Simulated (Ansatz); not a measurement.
Input and command of a calculation in Ansatz (plane waves; scalar-relativistic PAW potentials unless the input names others):

```yaml
crystal:
  lattice:
    - [3.1101644559, 0.0, 0.0]
    - [-1.555082228, 2.6934814288, 0.0]
    - [0.0, 0.0, 24.8845978945]
  atoms:
    - { symbol: Cx, position: [0.0, 0.0, 0.3105753276] }
    - { symbol: Ta, position: [0.3333333333, 0.6666666667, 0.3454069056] }
    - { symbol: Ta, position: [0.6666666667, 0.3333333333, 0.4508470278] }
    - { symbol: C, position: [0.0, 0.0, 0.5000000799] }
    - { symbol: Ta, position: [0.3333333333, 0.6666666667, 0.5491529824] }
    - { symbol: Ta, position: [0.6666666667, 0.3333333333, 0.6545930511] }
    - { symbol: C, position: [0.0, 0.0, 0.6894246256] }
basis:
  ecutwfc: 500
kpoints:
  mp_grid: { grid: [12, 12, 1] }
hamiltonian:
  xc: r2scan
scf:
  occupations: { method: gaussian, width: 0.1 }
  max_iter: 100
output:
  forces: true
  eigenvalues: true
efield:
  axis: 3
  dipole_correction: true
  ramp_width: 0.04
```

```bash
ansatz run input.yaml --threads 1 --pin off --max-ram 2560MiB --backend cpu --events-out ev --progress --plain --runs-dir out
```

What will the program do with this input?

The program refuses it, because of an unknown element (crystal.atoms[0].symbol: "C" → "Cx"). With the sound run's settings it is accepted.

Abridged log:
```
Error: YAML parse error: error: line 7 column 17: `Cx` is not an element symbol (H … Og, case-exact)
 --> <input>:7:17
  |
5 |     - [0.0, 0.0, 24.8845978945]
6 |   atoms:
7 |     - { symbol: Cx, position: [0.0, 0.0, 0.3105753276] }
  |                 ^ `Cx` is not an element symbol (H … Og, case-exact)
8 |     - { symbol: Ta, position: [0.3333333333, 0.6666666667, 0.3454069056] }
9 |     - { symbol: Ta, position: [0.6666666667, 0.3333333333, 0.4508470278] }
  |
```